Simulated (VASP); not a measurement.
ScAl2, 6 atoms in the cell. Symmetry: Fd-3m, No. 227, cubic system. Conventional cell: a = 7.555 Å, b = 7.555 Å, c = 7.555 Å, α = 90.00°, β = 90.00°, γ = 90.00°. Sc (site symmetry -43m) has 12 Al at 3.13 Å and 4 Sc at 3.27 Å as nearest neighbours. Al (site symmetry -3m) has 6 Al at 2.67 Å as nearest neighbours. The cell comes from a database or a generator and needn't be the stable form of this composition.

```yaml
Program: VASP 6.6.1
Task: relaxation of cell and atoms
Functional: LAK
Potentials_or_basis: VASP PAW PBE potentials, release 64 (Sc_sv, Al)
Cutoff: 600 eV
k_mesh: 6 × 6 × 6
Occupations: methfessel-paxton, width 0.1 eV
Spin: no spin polarisation
Further_INCAR_settings: ALGO = Normal; EDIFF = 1e-07; IBRION = 2; EDIFFG = -0.01; NSW = 40; ISIF = 3
```

Potentials or basis: VASP PAW PBE potentials, release 64 (Sc_sv, Al).

Command:

```bash
$ cat potpaw_PBE.64/Sc_sv/POTCAR potpaw_PBE.64/Al/POTCAR > POTCAR
$ mpirun -np 1 vasp_std > vasp.out
```

Hardware: 1 thread of AMD EPYC 9R45 96-Core Processor (Zen 5), with other jobs on the host.

How long does it take, and how much memory?

Run time: 16 min on 1 thread of AMD EPYC 9R45 96-Core Processor (Zen 5), with other jobs on the host, peak memory 0.36 GiB. Counts: scf iterations 78, k points 16, ion steps 4.
